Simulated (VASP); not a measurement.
# BN (Qingsongite) (F-43m) in VASP: a series of runs, part 2 of 2

VASP 6.6.1.

## (4) Relaxation of cell and atoms, r2SCAN

The input, POSCAR:

```
BN
1.0
    0.0000000000      1.8075000000      1.8075000000
    1.8075000000      0.0000000000      1.8075000000
    1.8075000000      1.8075000000      0.0000000000
B N
1 1
Direct
    0.0000000000      0.0000000000      0.0000000000
    0.2500000000      0.2500000000      0.2500000000
```

The input, INCAR.step1:

```
PREC     = Accurate       # precision mode
ENCUT    = 600            # plane-wave cutoff, eV
ISMEAR   = -1             # smearing method
SIGMA    = 0.01           # smearing width, eV
LREAL    = F              # projectors in reciprocal space
LASPH    = T              # aspherical terms in the spheres
NELM     = 60             # most SCF steps
GGA      = PE             # functional
ALGO     = Normal         # electronic algorithm
EDIFF    = 1E-4           # SCF threshold, eV
LWAVE    = T              # write WAVECAR
LCHARG   = F              # write CHGCAR
```

The input, INCAR.step2:

```
PREC     = Accurate       # precision mode
ENCUT    = 600            # plane-wave cutoff, eV
EDIFF    = 1E-6           # SCF threshold, eV
ISMEAR   = -1             # smearing method
SIGMA    = 0.01           # smearing width, eV
LREAL    = F              # projectors in reciprocal space
LASPH    = T              # aspherical terms in the spheres
NELM     = 60             # most SCF steps
ALGO     = Normal         # electronic algorithm
ISIF     = 3              # what is computed and relaxed
LWAVE    = F              # write WAVECAR
LCHARG   = F              # write CHGCAR
METAGGA  = R2SCAN         # meta-GGA
LMIXTAU  = T            
IBRION   = 2              # ionic algorithm
NSW      = 80             # ionic steps
EDIFFG   = -0.02          # ionic threshold
ISTART   = 1
```

The input, KPOINTS:

```
regular mesh
0
Gamma
  10 10 10
```

Potentials or basis: VASP PAW PBE potentials, release 64 (B, N).

On the command line:

```
$ cat potpaw_PBE.64/B/POTCAR potpaw_PBE.64/N/POTCAR > POTCAR
$ cp INCAR.step1 INCAR
$ mpirun -np 1 vasp_std > vasp.out
$ cp INCAR.step2 INCAR
$ mpirun -np 1 vasp_std > vasp.out
```

OUTCAR:

```text
PREC = Accurate
   ENCUT = 600
   EDIFF = 1E-6
   ISMEAR = -1
   LREAL = F
   LASPH = T
   NELM = 60
   ISIF = 3
   METAGGA = R2SCAN
   IBRION = 2
   NSW = 80
   EDIFFG = -0.02
   ISTART = 1

 ion  position               nearest neighbor table
   1  0.000  0.000  0.000-   2 1.57   2 1.57   2 1.57   2 1.57
   2  0.250  0.250  0.250-   1 1.57   1 1.57   1 1.57   1 1.57

  LATTYP: Found a face centered cubic cell.
[... 456 lines left out ...]

  FORCE on cell =-STRESS in cart. coord.  units (eV):
  Direction    XX          YY          ZZ          XY          YZ          ZX
  --------------------------------------------------------------------------------------
  -------------------------------------------------------------------------------------
  Total       -0.0389669     -0.0389669     -0.0389669      0.0000000      0.0000000      0.0000000
  in kB       -5.2861802     -5.2861802     -5.2861802      0.0000000      0.0000000      0.0000000
  external PRESSURE =      -5.2861802 kB  Pullay stress =       0.0000000 kB

 VOLUME and BASIS-vectors are now :
 -----------------------------------------------------------------------------
  energy-cutoff  :      600.00
  volume of cell :       11.81
      direct lattice vectors                 reciprocal lattice vectors
     0.000000000  1.807500000  1.807500000    -0.276625173  0.276625173  0.276625173
     1.807500000  0.000000000  1.807500000     0.276625173 -0.276625173  0.276625173
     1.807500000  1.807500000  0.000000000     0.276625173  0.276625173 -0.276625173

 POSITION                                       TOTAL-FORCE (eV/Angst)
 -----------------------------------------------------------------------------------
      0.00000      0.00000      0.00000         0.000000      0.000000      0.000000
      0.90375      0.90375      0.90375        -0.000000     -0.000000     -0.000000
 -----------------------------------------------------------------------------------
    total drift:                                0.000000      0.000000      0.000000

  FREE ENERGIE OF THE ION-ELECTRON SYSTEM (eV)
  ---------------------------------------------------
  free  energy   TOTEN  =       -19.1746267360 eV

  energy  without entropy=      -19.1746267360  energy(sigma->0) =      -19.17462674

 reached required accuracy - stopping structural energy minimisation
```

Run time: 11 s. Hardware: 1 thread of Intel Xeon 6975P-C (Granite Rapids), shared host; peak memory 0.12 GiB.

What came out:

| Item | Value |
| --- | --- |
| Free energy | -19.1746 eV |
| Pressure after relaxing | -0.5 GPa |
| Band gap on the k mesh | 4.98 eV, indirect (least direct gap 9.53 eV) |

Final structure:
```cif
data_structure
_symmetry_space_group_name_H-M 'P 1'
_symmetry_Int_Tables_number 1
_cell_length_a 2.5562
_cell_length_b 2.5562
_cell_length_c 2.5562
_cell_angle_alpha 60.000
_cell_angle_beta 60.000
_cell_angle_gamma 60.000
_cell_volume 11.81
loop_
_atom_site_label
_atom_site_type_symbol
_atom_site_fract_x
_atom_site_fract_y
_atom_site_fract_z
_atom_site_occupancy
B1 B 0.00000 0.00000 0.00000 1
N1 N 0.25000 0.25000 0.25000 1
```

Levels at points of the mesh, in eV from the valence-band top:
| k point | band 2 | band 3 | band 4 | band 5 | band 6 | band 7 |
| --- | --- | --- | --- | --- | --- | --- |
| (0.00, 0.00, 0.00) | 0.00 | 0.00 | 0.00 | 9.53 | 9.53 | 9.53 |
| (0.50, 0.00, 0.00) | -11.08 | -2.01 | -2.01 | 10.79 | 11.47 | 11.47 |
| (0.50, 0.50, 0.00) | -9.32 | -5.10 | -5.10 | 4.98 | 9.82 | 19.26 |

Caveat: the relaxation stopped at its first step, so nothing moved; the PAW data sets were made with another functional, which shifts forces and pressure a little.

## (5) Relaxation of cell and atoms, r2SCAN+rVV10

POSCAR is that of step 4.

The input, INCAR.step1:

```
SYSTEM = BN
ALGO = Normal
EDIFF = 1E-4
ENCUT = 600
GGA = PE
ISMEAR = -1
LASPH = .True.
LCHARG = .False.
LREAL = .False.
LWAVE = .True.
NELM = 100
PREC = Accurate
SIGMA = 0.01
```

The input, INCAR.step2:

```
SYSTEM = BN
ALGO = Normal
BPARAM = 11.95
CPARAM = 0.0093
EDIFF = 1E-6
EDIFFG = -0.02
ENCUT = 600
IBRION = 2
ISIF = 3
ISMEAR = -1
ISTART = 1
IVDW_NL = 2
LASPH = .True.
LCHARG = .False.
LMIXTAU = .True.
LREAL = .False.
LUSE_VDW = .True.
LWAVE = .False.
METAGGA = R2SCAN
NELM = 100
NSW = 80
PREC = Accurate
SIGMA = 0.01
```

The input, KPOINTS:

```
k-points
0
Gamma
  10 10 10
  0 0 0
```

On the command line:

```
$ cat potpaw_PBE.64/B/POTCAR potpaw_PBE.64/N/POTCAR > POTCAR
$ cp INCAR.step1 INCAR
$ mpirun -np 1 vasp_std > vasp.out
$ cp INCAR.step2 INCAR
$ mpirun -np 1 vasp_std > vasp.out
```

It took 40 s on 1 thread of Intel Xeon 6975P-C (Granite Rapids), shared host; peak memory 0.17 GiB.

The run converged. Its results:

```yaml
Free_energy: -19.0753 eV
Relaxed_volume: 5.88 Å³/atom
Relaxed_cell: a = 2.553 Å, b = 2.553 Å, c = 2.553 Å, α = 60.00°, β = 60.00°, γ = 60.00°
Space_group_after_relaxing_to_0.05_Å: F-43m (No. 216)
Energy_gained_by_relaxing: 0.1 meV/atom
Ionic_steps: 3
Pressure_after_relaxing: 0.0 GPa
Band_gap_on_the_k_mesh: 4.94 eV, indirect (least direct gap 9.54 eV)
```

The path:
| step | energy change (eV) | largest force (eV/Å) | pressure (GPa) | volume (Å³) |
| --- | --- | --- | --- | --- |
| 1 | 0.0000 | 0.0000 | -1.43 | 11.81 |
| 2 | 0.0000 | 0.0000 | 1.57 | 11.72 |
| 3 | -0.0002 | 0.0000 | 0.01 | 11.77 |

Final structure:
```
B N
1.0
     0.00000    1.80526    1.80526
     1.80526    0.00000    1.80526
     1.80526    1.80526    0.00000
B N
1 1
Direct
  0.00000 0.00000 0.00000
  0.25000 0.25000 0.25000
```

Levels at points of the mesh, in eV from the valence-band top:
```csv
k point,band 1,band 2,band 3,band 4,band 5,band 6,band 7,band 8
"(0.00, 0.00, 0.00)",-21.35,0.00,0.00,0.00,9.54,9.54,9.54,11.09
"(0.50, 0.00, 0.00)",-17.03,-11.14,-2.02,-2.02,10.81,11.47,11.47,16.40
"(0.50, 0.50, 0.00)",-15.60,-9.36,-5.12,-5.12,4.94,9.80,19.31,19.31
```

Caveat: the PAW data sets were made with another functional, which shifts forces and pressure a little. r2SCAN opens gaps a little over a GGA but as a rule still falls short of measured ones.

## (6) Single point, r2SCAN

This run uses another cell than the first one, of 5.88 Å³/atom, 0.996 times its volume.

The input, POSCAR:

```
BN
1.0
    0.0000000000      1.8048643421      1.8048643421
    1.8048643421      0.0000000000      1.8048643421
    1.8048643421      1.8048643421      0.0000000000
B N
1 1
Direct
    0.0000000000      0.0000000000      0.0000000000
    0.2500000000      0.2500000000      0.2500000000
```

The input, INCAR.step1:

```
SYSTEM = BN
PREC     = Accurate       ! precision mode
ENCUT    = 910            ! plane-wave cutoff, eV
ISMEAR   = -1             ! smearing method
SIGMA    = 0.01           ! smearing width, eV
LREAL    = .FALSE.        ! projectors in reciprocal space
LASPH    = .TRUE.         ! aspherical terms in the spheres
NELM     = 120            ! most SCF steps
NBANDS   = 11             ! bands
GGA      = PE             ! functional
ALGO     = Normal         ! electronic algorithm
EDIFF    = 1E-5           ! SCF threshold, eV
LWAVE    = .TRUE.         ! write WAVECAR
LCHARG   = .FALSE.        ! write CHGCAR
GGA_COMPAT= .FALSE.
```

The input, INCAR.step2:

```
SYSTEM = BN
PREC     = Accurate       ! precision mode
ENCUT    = 910            ! plane-wave cutoff, eV
EDIFF    = 1E-6           ! SCF threshold, eV
ISMEAR   = -1             ! smearing method
SIGMA    = 0.01           ! smearing width, eV
LREAL    = .FALSE.        ! projectors in reciprocal space
LASPH    = .TRUE.         ! aspherical terms in the spheres
NELM     = 120            ! most SCF steps
ALGO     = Normal         ! electronic algorithm
ISIF     = 2              ! what is computed and relaxed
LWAVE    = .FALSE.        ! write WAVECAR
LCHARG   = .TRUE.         ! write CHGCAR
METAGGA  = R2SCAN         ! meta-GGA
LMIXTAU  = .TRUE.       
LELF     = .TRUE.         ! ELF
LVHAR    = .TRUE.       
NBANDS   = 11             ! bands
ISTART   = 1            
GGA_COMPAT= .FALSE.
```

The input, KPOINTS:

```
Automatic mesh
0
G
  10 10 10
  0 0 0
```

Potentials or basis: VASP PAW PBE potentials, release 64 (B_h, N_h).

On the command line:

```
$ cat potpaw_PBE.64/B_h/POTCAR potpaw_PBE.64/N_h/POTCAR > POTCAR
$ cp INCAR.step1 INCAR
$ mpirun -np 1 vasp_std > vasp.out
$ cp INCAR.step2 INCAR
$ mpirun -np 1 vasp_std > vasp.out
```

It took 27 s on 1 thread of Intel Xeon 6975P-C (Granite Rapids), shared host; peak memory 0.15 GiB.

Results (log left out):

```yaml
Free_energy: -19.1998 eV
Pressure: -0.6 GPa
Band_gap_on_the_k_mesh: 5.00 eV, indirect (least direct gap 9.57 eV)
```

Levels at points of the mesh, in eV from the valence-band top:
| k point | band 1 | band 2 | band 3 | band 4 | band 5 | band 6 | band 7 | band 8 |
| --- | --- | --- | --- | --- | --- | --- | --- | --- |
| (0.00, 0.00, 0.00) | -21.34 | 0.00 | 0.00 | 0.00 | 9.57 | 9.57 | 9.57 | 11.14 |
| (0.50, 0.00, 0.00) | -17.02 | -11.11 | -2.02 | -2.02 | 10.84 | 11.51 | 11.51 | 16.46 |
| (0.50, 0.50, 0.00) | -15.59 | -9.34 | -5.11 | -5.11 | 5.00 | 9.84 | 19.35 | 19.35 |

Caveat: the cutoff is under 1.25 times the usual one of these potentials, so pressure, stress and relaxed cells hold a basis-set (Pulay) error; the PAW data sets were made with another functional, which shifts forces and pressure a little.

## (7) Single point, r2SCAN+rVV10

This run uses another cell than the first one, of 5.87 Å³/atom, 0.993 times its volume.

The input, POSCAR:

```
BN
1.0
    0.0000000000      1.8034143773      1.8034143773
    1.8034143773      0.0000000000      1.8034143773
    1.8034143773      1.8034143773      0.0000000000
B N
1 1
Direct
    0.0000000000      0.0000000000      0.0000000000
    0.2500000000      0.2500000000      0.2500000000
```

The input, INCAR.step1:

```
PREC = Accurate
ENCUT = 910
ISMEAR = -1
SIGMA = 0.01
LREAL = F
LASPH = T
NELM = 120
NBANDS = 11
GGA = PE
ALGO = Normal
EDIFF = 1E-5
LWAVE = T
LCHARG = F
GGA_COMPAT = F
```

The input, INCAR.step2:

```
PREC = Accurate
ENCUT = 910
EDIFF = 1E-6
ISMEAR = -1
SIGMA = 0.01
LREAL = F
LASPH = T
NELM = 120
ALGO = Normal
ISIF = 2
LWAVE = F
LCHARG = T
METAGGA = R2SCAN
LMIXTAU = T
LUSE_VDW = T
IVDW_NL = 2
BPARAM = 11.95
CPARAM = 0.0093
LELF = T
LVHAR = T
NBANDS = 11
ISTART = 1
GGA_COMPAT = F
```

The input, KPOINTS:

```
regular mesh
0
Gamma
  10 10 10
```

On the command line:

```
$ cat potpaw_PBE.64/B_h/POTCAR potpaw_PBE.64/N_h/POTCAR > POTCAR
$ cp INCAR.step1 INCAR
$ mpirun -np 1 vasp_std > vasp.out
$ cp INCAR.step2 INCAR
$ mpirun -np 1 vasp_std > vasp.out
```

Wall time 1.8 min (1 thread of AMD EPYC 7R43 (Zen 3), shared host); peak memory 0.22 GiB.

Results (log left out):

| Item | Value |
| --- | --- |
| Free energy | -19.0712 eV |
| Pressure | -0.6 GPa |
| Band gap on the k mesh | 4.96 eV, indirect (least direct gap 9.57 eV) |

Levels at points of the mesh, in eV from the valence-band top:
```csv
k point,band 2,band 3,band 4,band 5,band 6,band 7
"(0.00, 0.00, 0.00)",0.00,0.00,0.00,9.57,9.57,9.57
"(0.50, 0.00, 0.00)",-11.16,-2.02,-2.02,10.85,11.51,11.51
"(0.50, 0.50, 0.00)",-9.37,-5.13,-5.13,4.96,9.82,19.39
```

Caveat: the cutoff is under 1.25 times the usual one of these potentials, so pressure, stress and relaxed cells hold a basis-set (Pulay) error; the PAW data sets were made with another functional, which shifts forces and pressure a little.

## (8) Overview

```csv
task,level,potentials or basis,cell,cutoff (eV),second run,gap on the mesh (eV),pressure (GPa),relaxed volume (Å³/atom)
relaxation of cell and atoms,PBEsol,"VASP PAW PBE potentials, release 64 (B, N)","relaxed from a = 2.556 Å, angles 60.0°, 2 atoms",600,-,4.28,0.0,5.86
relaxation of cell and atoms,revPBE+D3(BJ),"VASP PAW PBE potentials, release 64 (B, N)","relaxed from a = 2.556 Å, angles 60.0°, 2 atoms",600,-,4.49,0.0,5.84
relaxation of cell and atoms,r2SCAN,"VASP PAW PBE potentials, release 64 (B, N)","relaxed from a = 2.556 Å, angles 60.0°, 2 atoms",600,-,4.98,-0.5,-
relaxation of cell and atoms,r2SCAN+rVV10,"VASP PAW PBE potentials, release 64 (B, N)","relaxed from a = 2.556 Å, angles 60.0°, 2 atoms",600,-,4.94,0.0,5.88
single point,r2SCAN,"VASP PAW PBE potentials, release 64 (B_h, N_h)","a = 2.552 Å, angles 60.0°, 2 atoms",910,hard_potentials,5.00,-0.6,-
single point,r2SCAN+rVV10,"VASP PAW PBE potentials, release 64 (B_h, N_h)","a = 2.550 Å, angles 60.0°, 2 atoms",910,hard_potentials,4.96,-0.6,-
```

Alike in all rows: no spin polarisation; k mesh 10 × 10 × 10; smearing fermi-dirac 0.01 eV.

Caveats: the PAW data sets were made with another functional, which shifts forces and pressure a little; the cutoff is under 1.25 times the usual one of these potentials, so pressure, stress and relaxed cells hold a basis-set (Pulay) error (some runs); the relaxation stopped at its first step, so nothing moved (some runs).

Absolute energies hang on the potentials; compare differences alone.

## (9) Comparison with measurements

Step 6. Against the measured gap of BN, 6.4 eV (indirect; 300 K; a printed reference work, monograph), the calculated 5.00 eV is off by -1.40 eV. The value is that of r2SCAN on a finite k mesh, which can miss the band edges, without temperature or zero-point motion.

Step 7. Measured gap of BN: 6.4 eV (indirect; 300 K; a printed reference work, monograph). This calculation gives 4.96 eV (-1.44 eV). The value is that of r2SCAN+rVV10 on a finite k mesh, which can miss the band edges, without temperature or zero-point motion.
